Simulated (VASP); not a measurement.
# VASP 6.6.1 run: H4C

INCAR

```
ISMEAR = 0
NSW = 0
PREC = Accurate
LASPH = .TRUE.
LREAL = .FALSE.
METAGGA = R2SCAN
NBANDS = 12
ENCUT = 520
ISYM = 0
NELM = 53
SIGMA = 0.01
EDIFF = 1E-7
LWAVE = .FALSE.
ALGO = Normal
IBRION = -1
LCHARG = .FALSE.
ISIF = 2
```

KPOINTS

```
KPOINTS created by Atomic Simulation Environment
0
Gamma
4 4 4
0 0 0
```

POSCAR

```
H  C
 1.0000000000000000
    -2.2526877390658888    2.2526877390658888    2.2526877390658888
     2.2526877390658888   -2.2526877390658888    2.2526877390658888
     2.2526877390658888    2.2526877390658888   -2.2526877390658888
 H   C
   4   1
Cartesian
  1.6240248471668810  1.6240248471668810 -1.6240248471668810
 -1.6240248471668810  1.6240248471668810  1.6240248471668810
  1.6240248471668810 -1.6240248471668810  1.6240248471668810
  0.6286628918990079  0.6286628918990079  0.6286628918990079
  0.0000000000000000  0.0000000000000000 -0.0000000000000000
```

The recommended PBE PAW datasets give the neutral cell 8 valence electrons.

Command

```
mpirun -np 1 vasp_std
```

Q: How does this run end, and what does it give?

A: It converged. Results: gap between bands v and c on the k mesh 8.52 eV; least direct gap on the k mesh 8.52 eV; pressure 0.3 GPa; largest force 0.02 eV/Å. Band v is the last that the valence electrons fill when counted band by band, and c is the next.

OSZICAR

```
N       E                     dE             d eps       ncg     rms          rms(c)
DAV:   1    -0.213886455747E+00   -0.21389E+00   -0.35126E+03   864   0.559E+02
DAV:   2    -0.278835985814E+02   -0.27670E+02   -0.26636E+02  1080   0.103E+02
DAV:   3    -0.293598128569E+02   -0.14762E+01   -0.14734E+01  1084   0.223E+01
DAV:   4    -0.293716996995E+02   -0.11887E-01   -0.11886E-01   996   0.240E+00
DAV:   5    -0.293717908169E+02   -0.91117E-04   -0.91117E-04  1096   0.194E-01    0.823E+00
DAV:   6    -0.252865447980E+02    0.40852E+01   -0.58551E+00   996   0.105E+01    0.447E+00
DAV:   7    -0.250843441634E+02    0.20220E+00   -0.87210E-01   960   0.501E+00    0.229E+00
DAV:   8    -0.250283090554E+02    0.56035E-01   -0.45242E-02   892   0.141E+00    0.146E-01
DAV:   9    -0.250314394602E+02   -0.31304E-02   -0.22145E-03   932   0.334E-01    0.974E-02
DAV:  10    -0.250328126832E+02   -0.13732E-02   -0.10472E-03   864   0.234E-01    0.225E-02
DAV:  11    -0.250328164112E+02   -0.37280E-05   -0.38626E-05  1064   0.380E-02    0.972E-03
DAV:  12    -0.250328200231E+02   -0.36119E-05   -0.48957E-06   924   0.164E-02    0.221E-03
DAV:  13    -0.250328201098E+02   -0.86756E-07   -0.15155E-07  1088   0.280E-03
   1 F= -.25032820E+02 E0= -.25032820E+02  d E =-.568152E-15
```

Standard output (part)

```
POSCAR found type information on POSCAR H C
 POSCAR found :  2 types and       5 ions
 LDA part: xc-table for (None), standard interpolation
 POSCAR, INCAR and KPOINTS ok, starting setup
 WAVECAR not read
 entering main loop
```

For comparison, a separate r²SCAN run of the intended cell, on usual settings and not on those above, gives a gap of 8.52 eV on its mesh and a pressure of 0.3 GPa.
